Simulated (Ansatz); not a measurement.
Br under changes of volume

One of the cells (33.988 Å³/atom); the others are scaled copies at fixed shape and fractional positions:

```
Br
1.0
     3.36325   -2.32255    0.00000
     3.36325    2.32255    0.00000
     0.00000    0.00000    8.70230
Br
4
Direct
  0.36510 0.63490 0.39010
  0.13490 0.86510 0.89010
  0.63490 0.36510 0.60990
  0.86510 0.13490 0.10990
```

```yaml
Program: Ansatz 0.2.0
Functional: PBE
Potentials_or_basis: Ansatz PAW
Cutoff: "420 eV (not typed: the program's choice for these potentials)"
k_mesh: 6 × 6 × 3
Occupations: fermi-dirac, width 0.05 eV
Spin: no spin polarisation
```

| volume (Å³/atom) | energy over the lowest point (meV/atom) | pressure (GPa) | gap on the mesh (eV) | largest force (eV/Å) |
| --- | --- | --- | --- | --- |
| 31.949 | ? | ? | ? | ? |
| 32.629 | 33.77 | 3.2 | 2.04 | 1.369 |
| 33.308 | 21.64 | 2.5 | 1.97 | 1.110 |
| 33.988 | 12.49 | 1.8 | 1.90 | 0.870 |
| 34.668 | 6.01 | 1.2 | 1.84 | 0.648 |
| 35.348 | 1.93 | 0.7 | 1.78 | 0.443 |
| 36.028 | 0.00 | 0.2 | 1.72 | 0.258 |

Task: What does the run at 31.949 Å³/atom give?

Result: Energy over the lowest point 49.23 meV/atom; pressure 4.1 GPa; gap on the mesh 2.11 eV; largest force 1.648 eV/Å.

Worked out: A Birch-Murnaghan fit of order 3 (a polynomial in V^(-2/3)) to the other rows has its minimum at 36.37 Å³/atom, just outside them, with B0 = V·E''(V) = 23 GPa and B' = 4.9 at fixed shape and positions, which overstates the stiffness. It gives 49.26 meV/atom at 31.949 Å³/atom, against the run's 49.23, and -dE/dV = 4.1 GPa, against 4.1. A straight line through the other rows of the gap, of slope -3.22 eV per unit of ln V, extrapolates to 2.10 eV, against the run's 2.11.

Energies are extrapolated to zero smearing.

Caveats: odd divisions of the mesh miss points on the zone boundary, where band edges often lie, so the gap on the mesh can be too wide; forces of over 1 eV/Å show positions far from the minimum, so gaps and moduli don't describe the material at rest (some runs).

A mesh can miss the band edges. Spin-orbit coupling on Br is left out.
